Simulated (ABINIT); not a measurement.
A run of ABINIT 10.8.3 (patched build) is set up as follows.

run.abi

```
ndtset 2

pp_dirpath "./"
pseudos "Ag.GGA_PBE-JTH.xml, Br.GGA_PBE-JTH.xml"

acell 4.059005056 4.059005056 4.059005056 Angstrom
rprim
     0.0000000000     0.7071067812     0.7071067812
     0.7071067812     0.0000000000     0.7071067812
     0.7071067812     0.7071067812     0.0000000000
ntypat 2
znucl 47 35
natom 2
typat 1 2
xred
     0.0000000000     0.0000000000     0.0000000000
     0.5000000000     0.5000000000     0.5000000000

ecut 17.0
pawecutdg 34.0

ixc -106131

occopt 3
tsmear 0.00183747

nstep 100

iomode 3
prtwf 0
prteig 0
prtebands 0
prtden1 1
prtvha1 1
prtvclmb1 1
prtpot1 1

kptopt1 1
ngkpt1 8 8 8
nshiftk1 1
shiftk1 0.0 0.0 0.0
nband1 13
tolvrs1 1.0e-9

iscf2 -2
getden2 1
nband2 17
nbdbuf2 2
tolwfr2 1.0e-12
kptopt2 -9
ndivsm2 8
prteig2 1
kptbounds2
     0.0000000000     0.0000000000     0.0000000000
     0.5000000000     0.0000000000     0.5000000000
     0.5000000000     0.2500000000     0.7500000000
     0.3750000000     0.3750000000     0.7500000000
     0.0000000000     0.0000000000     0.0000000000
     0.5000000000     0.5000000000     0.5000000000
     0.6250000000     0.2500000000     0.6250000000
     0.5000000000     0.2500000000     0.7500000000
     0.5000000000     0.5000000000     0.5000000000
     0.3750000000     0.3750000000     0.7500000000
```

Potentials or basis: JTH PAW PBE v2.0.

Run with:

```sh
$ abinit run.abi > log 2>&1
```

(1) Estimate the pressure.

(2) What does it give for the band gap on the k mesh?

(3) Predict the band gap along the path.

## Answers

(1) 6.1 GPa.

(2) 0.72 eV, indirect (least direct gap 2.61 eV).

(3) 0.72 eV, indirect (least direct gap 2.61 eV).

Caveat: the PAW data sets were made with another functional, which shifts forces and pressure a little.
